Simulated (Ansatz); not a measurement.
**ZnF2: what a change of scf.occupations.method, scf.occupations.width, scf.convergence.dr2_threshold does**

Computed with the plane-wave PAW code Ansatz (scalar-relativistic, PAW set soft_2): PBEsol, no spin polarisation, 420 eV cutoff, k-mesh 2×2×2. These are the settings of the reference run.

Cell:

```
cell
1.0
     4.7172    4.7172    0.0000
    -4.7172    4.7172    0.0000
     0.0000   -4.7172    6.2573
Zn F
8 16
Direct
  0.6250 0.1250 0.2500
  0.8750 0.3750 0.7500
  0.1250 0.6250 0.2500
  0.3750 0.8750 0.7500
  0.0000 0.0000 0.0000
  0.2500 0.2500 0.5000
  0.5000 0.5000 0.0000
  0.7500 0.7500 0.5000
  0.6962 0.0000 0.0000
  0.9462 0.2500 0.5000
  0.1962 0.5000 0.0000
  0.4462 0.7500 0.5000
  0.6250 0.8212 0.2500
  0.8750 0.0712 0.7500
  0.1250 0.3212 0.2500
  0.3750 0.5712 0.7500
  0.3038 0.0000 0.0000
  0.5538 0.2500 0.5000
  0.8038 0.5000 0.0000
  0.0538 0.7500 0.5000
  0.6250 0.4288 0.2500
  0.8750 0.6788 0.7500
  0.1250 0.9288 0.2500
  0.3750 0.1788 0.7500
```

The reference run of this cell is solved again as a single point with these keys changed:

| key | reference run | changed run |
| --- | --- | --- |
| scf.occupations.method | gaussian | cold |
| scf.occupations.width | 0.02 | 0.01 |
| scf.convergence.dr2_threshold | not typed | 1e-08 |

Question: How does the changed run end?

Answer: 

```
                                    quantity  reference run  changed run
energy, changed less reference (meV an atom)              0          0.0
                              pressure (GPa)            0.0          0.0
                        largest force (eV/Å)           0.00         0.00
                        gap on the mesh (eV)           3.45         3.45
```

The results hardly move, so these settings together matter little here. It took 8 iterations.

Caveats: a single point, atoms not relaxed again; semilocal functionals make gaps too small and can close them.
